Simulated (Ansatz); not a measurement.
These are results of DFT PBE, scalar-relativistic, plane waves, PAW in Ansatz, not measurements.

Cutoff 420 eV; k points 16×16×16 on the computed 2-atom cell (Γ-centred); Gaussian smearing, width 0.10 eV; no spin polarisation.

```yaml
crystal:
  lattice:
    - [-2.96474, 3.86868, 1.67367]
    - [2.96474, -3.86868, 1.67367]
    - [2.96474, 3.86868, -1.67367]
  atoms:
    - { symbol: Te, position: [0.96650, 0.21650, 0.75000] }
    - { symbol: Te, position: [0.03350, 0.78350, 0.25000] }
```

Problem. Is this geometry at equilibrium? Which atom feels the largest force?

Solution. It isn't. Atom 1 (Te) feels (0.00, 0.00, 0.05) eV/Å, 0.053 eV/Å in size, and symmetry-related atoms feel the same size.

Problem. Give all forces and the stress.

Solution.
```csv
atom,Fx,Fy,Fz
Te1,0.000,0.000,0.053
Te2,0.000,0.000,-0.053
```
Stress (GPa, compression positive):
```
-0.80  0.00  0.00
 0.00 -1.01  0.00
 0.00  0.00 -6.15
```

 The cell holds layers, and where no dispersion correction was added their binding is poorly described.

This form isn't the element's structure at ambient conditions.